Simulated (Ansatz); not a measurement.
# C (Fd-3m, 2 atoms in the cell) under biaxial strain in the (111) plane, part 3 of 3

Wanted: the shifts of the zone-centre modes of C (Fd-3m, 2 atoms in the cell) with strain.

Ansatz 0.2.0; DFT PBE, scalar-relativistic, plane waves, PAW; PAW set soft_1.

So far, highest optical mode at the zone centre (no LO-TO term) (cm⁻¹): step 4 (modes at rest) 1289; step 6 (strain 4 %) 1275.

**7. Relaxation of a member: biaxial strain of -4 % in the (111) plane (continued)**

The steps of the relaxation:

| step | energy less that of the first step (eV) | largest force component (eV/Å) | pressure (GPa) | volume (Å³) |
| --- | --- | --- | --- | --- |
| 1 | 0.0000 | 0.0475 | 40.18 | 10.53 |
| 2 | -0.0001 | 0.0143 | 39.47 | 10.55 |
| 3 | -0.0001 | 0.0048 | 39.42 | 10.55 |
| 4 | -0.0001 | 0.0001 | 39.47 | 10.54 |
| 5* | -0.0001 | 0.0000 | 39.48 | 10.54 |
| 6 | -0.0001 | 0.0000 | 39.46 | 10.55 |
| 7* | -0.0001 | 0.0000 | 39.46 | 10.55 |

Relaxation steps marked * repeat the geometry before them on a plane-wave basis chosen anew for their cell, so energy and pressure can jump there.

The run keeps the 12 symmetry operations that it works with, so distortions that break them were not tested.

| conventional cell, symmetrised | before | after | change |
| --- | --- | --- | --- |
| a (Å) | 2.425 | 2.425 | -0.0 % |
| b (Å) | 2.425 | 2.425 | -0.0 % |
| c (Å) | 6.207 | 6.214 | +0.1 % |
| volume (Å³/atom) | 5.27 | 5.27 | +0.1 % |

The relaxed structure:

```cif
data_structure
_symmetry_space_group_name_H-M 'P 1'
_symmetry_Int_Tables_number 1
_cell_length_a 2.5001
_cell_length_b 2.5001
_cell_length_c 2.5001
_cell_angle_alpha 58.010
_cell_angle_beta 58.010
_cell_angle_gamma 58.010
_cell_volume 10.55
loop_
_atom_site_label
_atom_site_type_symbol
_atom_site_fract_x
_atom_site_fract_y
_atom_site_fract_z
_atom_site_occupancy
C1 C 0.50052 0.50052 0.50052 1
C2 C 0.74948 0.74948 0.74948 1
```

This step gave:

```
pressure          : 39.46 GPa
gap on the k-mesh : 4.099 eV
volume per atom   : 5.273 Å³
```

The largest force component left is 0.0076 meV/Å.

**8. Zone-centre modes of the member: biaxial strain of -4 % in the (111) plane**

The zone-centre modes follow for biaxial strain of -4 % in the (111) plane, with the response to a field.

File input.yaml:

```yaml
crystal:
  lattice:
    - [0.0530287379, 1.7674107246, 1.7674107246]
    - [1.7674107246, 0.0530287379, 1.7674107246]
    - [1.7674107246, 1.7674107246, 0.0530287379]
  atoms:
    - { symbol: C, position: [0.5005231486, 0.5005231486, 0.5005231486] }
    - { symbol: C, position: [0.7494768514, 0.7494768514, 0.7494768514] }
kpoints:
  mp_grid: { grid: [12, 12, 12] }
hamiltonian:
  xc: pbe
  pseudopotentials: { kind: paw, azcp: { folder: soft_1 } }
scf:
  occupations: { method: fixed }
output:
  eigenvalues: true
phonons:
  method: dfpt
  dielectric: true
  rigid_motions: translations
```

Launch:

```
ansatz run input.yaml --threads 4 --pin off --max-ram 10240MiB --backend cpu --events-out ev --progress --plain --runs-dir out
```

Numbers of over 12 decimals in the logs are rounded to 6 here.

The log of the run:

```text
[...]
Crystal: 2 atoms, lattice volume = 10.545 Å³
Basis set: ecut = 420 eV, 193 PW (Γ), exchange–correlation on 40×40×40 points (8 copies of the dense FFT grid, shifted against one another)
Bands: 8, of which v1, the nominal top of the filled ones, is band 4 counted from 1 (3 counted from 0)
Symmetry: 12 space group operations
k-points: 476 of 1728 (irreducible under 2 space group operations, time reversal used)
[...]
optical modes at Γ + LO–TO along q̂ = [1.0000, 0.0000, 0.0000]:
      ω (cm⁻¹)  modes    IR ((D/Å)²/amu)
[...]
optical modes at Γ + LO–TO along q̂ = [0.0000, 1.0000, 0.0000]:
      ω (cm⁻¹)  modes    IR ((D/Å)²/amu)
       1315.54      1             0.0000
       1428.49      2             0.0000
  optical modes at Γ + LO–TO along q̂ = [0.0000, 0.0000, 1.0000]:
      ω (cm⁻¹)  modes    IR ((D/Å)²/amu)
       1315.54      1             0.0000
       1428.49      2             0.0000
[key lines of the parts left out:]
SCF converged after 7 iterations
Free energy (F): -501.460089 eV
Fermi energy:    14.803613 eV
```

Wall time 7.1 s (4 threads of Arm Neoverse V2, shared host); peak memory 0.47 GiB.

Numbers from this step:

| Quantity | Value |
| --- | --- |
| sum-rule residual before enforcement | 2.20e-5 eV/Å² |
| miss of the charge sum rule | 3.09e-4 e |
| estimated error of the dielectric tensor | 0.01506 |
| estimated error of the Born charges | 0.004231 e |
| highest optical mode at the zone centre (no LO-TO term) | 1428 cm⁻¹ |
| lowest optical zone-centre mode | 1316 cm⁻¹ |
| mean high-frequency dielectric constant | 5.787 |
| mean static dielectric constant | 5.787 |
| top of the zone-centre spectrum with the field | 1428 cm⁻¹ |

Patterns of degenerate modes are one choice out of their space. Modes at Γ:

| mode | frequency (cm⁻¹) | symmetry |
| --- | --- | --- |
| 1 | 0.0 | acoustic |
| 2 | 0.0 | acoustic |
| 3 | 0.0 | acoustic |
| 4 | 1315.5 | A1g |
| 5 | 1428.5 | Eg |
| 6 | 1428.5 | Eg |

The lowest optical mode is real, 1316 cm⁻¹, and the highest lies at 1428.5 cm⁻¹.

For the highest optical mode at the zone centre (no LO-TO term), step 4 gave 1289 cm⁻¹; this run, with strain -4 %, gives 1428 cm⁻¹ (+11 %).

**9. The series together**

The members are set side by side, also those not shown above.

Stress is positive in compression; energies are extrapolated to zero smearing, and E0 is that at rest; the axis is the normal of the plane; the edges not held and the atoms are relaxed in each cell. State of the crystal along the series:

| strain (%) | in-plane stress (GPa) | free strain along [111] (%) | E - E0 (meV/atom) | gap on mesh (eV) | ε∞ along the axis | ε∞ across the axis, mean |
| --- | --- | --- | --- | --- | --- | --- |
| -4 | 59.19 | 0.4542 | 77.32 | 4.099 | 6.127 | 5.616 |
| -3 | 42.4 | 0.3335 | 42.42 | 4.174 | 6.05 | 5.664 |
| -2 | 27 | 0.2175 | 18.38 | 4.191 | 5.977 | 5.719 |
| -1 | 12.89 | 0.1062 | 4.474 | 4.178 | 5.91 | 5.781 |
| 0 | -1.69e-4 | 0 | 0 | 4.151 | 5.851 | 5.851 |
| 1 | -11.75 | -0.1016 | 4.251 | 4.095 | 5.797 | 5.928 |
| 2 | -22.42 | -0.1982 | 16.63 | 4.047 | 5.752 | 6.013 |
| 3 | -32.09 | -0.2905 | 36.51 | 3.999 | 5.713 | 6.106 |
| 4 | -40.81 | -0.3776 | 63.28 | 3.916 | 5.681 | 6.207 |

Optical modes are counted from below at rest and tracked from member to member by their patterns, and modes that stay within 0.3 cm⁻¹ of each other stand once; labels, where given, are those at rest; the edges not held and the atoms are relaxed in each cell. Optical modes along the series:

| strain (%) | optical mode 1 T2g, doublet (cm⁻¹) | optical mode 2 T2g, singlet (cm⁻¹) |
| --- | --- | --- |
| -4 | 1428 | 1316 |
| -3 | 1393 | 1307 |
| -2 | 1358 | 1300 |
| -1 | 1324 | 1294 |
| 0 | 1289 | 1289 |
| 1 | 1255 | 1285 |
| 2 | 1221 | 1281 |
| 3 | 1188 | 1278 |
| 4 | 1156 | 1275 |

Value and slope at zero strain of a cubic (a lower polynomial where under five rows exist) through the rows within 2 % of rest. Slopes at rest:

| mode | frequency (cm⁻¹) | shift per percent of strain (cm⁻¹) | shift per GPa of compressive stress (cm⁻¹) |
| --- | --- | --- | --- |
| optical mode 1 T2g, doublet | 1289 | -34.25 | 2.78 |
| optical mode 2 T2g, singlet | 1289 | -4.76 | 0.39 |

**10. Outcome**

| Property | Result |
| --- | --- |
| members | 9 |
| highest optical mode at the zone centre (no LO-TO term), at rest | 1289 cm⁻¹ |
| biaxial modulus in the (111) plane | 1230 GPa |
| optical mode 1 T2g, doublet, shift per percent | -34.25 cm⁻¹ |
| optical mode 2 T2g, singlet, shift per percent | -4.76 cm⁻¹ |

The stress changes by 12.30 GPa for each percent, a biaxial modulus of 1230 GPa in the (111) plane. For each percent the free edge responds with -0.10 %. The strain lowers the symmetry: the level at 1289.1 cm⁻¹ splits, into 1428.5 and 1315.5 cm⁻¹ at -4 %. The fastest shift in the table of slopes is -34.2 cm⁻¹ for each percent (optical mode 1 T2g, doublet), or 2.8 cm⁻¹ for each GPa of compressive stress. For small strain, the measured shift of a line that Raman or infrared light can see, divided by its slope, estimates the stress, if the state of stress is of this kind. These are harmonic frequencies at zero temperature: anharmonic shifts, linewidths and thermal expansion are left out. Only the zone centre was solved, so an instability at another wavevector cannot show here.

[Logs are printed without paths, hosts, clocks, repeated set-up lines and the standing remarks that a program may print on its own settings, such as how far it seeks lower states.]

[Hosts, paths, dates, database ids (printed as entryN), source tags and the programs' standing remarks are cut or masked in the printed files.]
